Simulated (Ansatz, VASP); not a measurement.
# Rh in VASP and in Ansatz

```
CELL_PARAMETERS angstrom
0.00000 1.90299 1.90299
1.90299 0.00000 1.90299
1.90299 1.90299 0.00000
ATOMIC_POSITIONS crystal
Rh 0.00000 0.00000 0.00000
```

Alike in both runs: task single point; functional r2SCAN; k mesh 8 × 8 × 8; occupations gaussian, width 0.1 eV; no spin polarisation.

|  | VASP | Ansatz |
| --- | --- | --- |
| version | VASP 6.6.1 | Ansatz 0.2.0 |
| potentials or method | VASP PAW PBE potentials, release 64 (Rh_pv) | scalar-relativistic, plane waves, PAW |
| plane-wave cutoff (eV) | 520 | 600 |
| valence electrons in the cell | 15 | 17 |

VASP gave:

| Property | Result |
| --- | --- |
| gap on the k mesh at the Fermi level (eV) | none |
| pressure (GPa) | 0.6 |

**Question.** Estimate Ansatz's values.

**Answer.** gap on the k mesh at the Fermi level (eV): none; pressure (GPa): -0.6.

A gap of «none» marks a metal or a gap that the smearing closes. The two sets of potentials don't hold the same shells in valence.

Caveats: the PAW data sets were made with another functional, which shifts forces and pressure a little (VASP).
